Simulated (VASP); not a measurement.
# Ga: restarted molecular dynamics, 2 variants

Ga, C2/c (no. 15), 16 atoms in the cell. PBE, molecular dynamics; PAW potentials Ga (PBE set).

| Restart from | Temperature at the end (K) | The same without a restart (K) | Potential energy at the end (eV/atom) | The same without a restart (eV/atom) | Electronic steps in the first step after the restart | Time (s) |
|---|---|---|---|---|---|---|
| CONTCAR with velocities, WAVECAR read | 281.0 | 281.0 | -2.84167 | -2.84167 | 4 | 283 |
| CONTCAR with velocities, no WAVECAR | 281.0 | 281.0 | -2.84167 | -2.84167 | 13 | 284 |

Limits: 180 fs of 16 atoms are too short for converged averages.

## Input of the first row

INCAR.step1:
```
SYSTEM = Ga
ALGO = Fast
EDIFF = 1E-6
ENCUT = 200
GGA = PE
IBRION = 0
ISIF = 2
ISMEAR = -1
ISYM = 0
KPAR = 2
LASPH = .TRUE.
LCHARG = .FALSE.
LREAL = Auto
LWAVE = .TRUE.
MDALGO = 2
NELM = 60
NELMIN = 4
NSW = 30
POTIM = 3.0
PREC = Normal
RANDOM_SEED = 765179 0 0
SIGMA = 0.05
SMASS = -3
TEBEG = 600
```

INCAR.step2, as INCAR.step1 but for:
```
- LWAVE = .TRUE.
+ LWAVE = .FALSE.
```

KPOINTS:
```
k-points
0
Monkhorst-Pack
  2 2 2
```

POSCAR.step1:
```
Ga
1.0
    5.5320000000      0.0000000000      0.0000000000
    0.0000000000      8.0530000000      0.0000000000
   -0.2348949896      0.0000000000      6.6598588832
Ga
16
Direct
    0.0000000000      0.8690000000      0.3750000000
    0.0000000000      0.8690000000      0.8750000000
    0.5000000000      0.8690000000      0.3750000000
    0.5000000000      0.8690000000      0.8750000000
    0.2500000000      0.6310000000      0.1250000000
    0.2500000000      0.6310000000      0.6250000000
    0.7500000000      0.6310000000      0.1250000000
    0.7500000000      0.6310000000      0.6250000000
    0.2500000000      0.3690000000      0.3750000000
    0.2500000000      0.3690000000      0.8750000000
    0.7500000000      0.3690000000      0.3750000000
    0.7500000000      0.3690000000      0.8750000000
    0.0000000000      0.1310000000      0.1250000000
    0.0000000000      0.1310000000      0.6250000000
    0.5000000000      0.1310000000      0.1250000000
    0.5000000000      0.1310000000      0.6250000000
```

Commands (each step's output is kept before the next begins):
```
cat potpaw_PBE.64/Ga/POTCAR > POTCAR
cp INCAR.step1 INCAR
cp POSCAR.step1 POSCAR
mpirun -np 2 vasp_std > vasp.out
cp CONTCAR POSCAR
cp INCAR.step2 INCAR
mpirun -np 2 vasp_std > vasp.out
```

Changes of the last row against the first:
```
(step 1)
- LWAVE = True
+ LWAVE = False
```

VASP 6.6.1 took 283 s on 2 cores (AMD EPYC 7R13 (Zen 3)), a shared host.
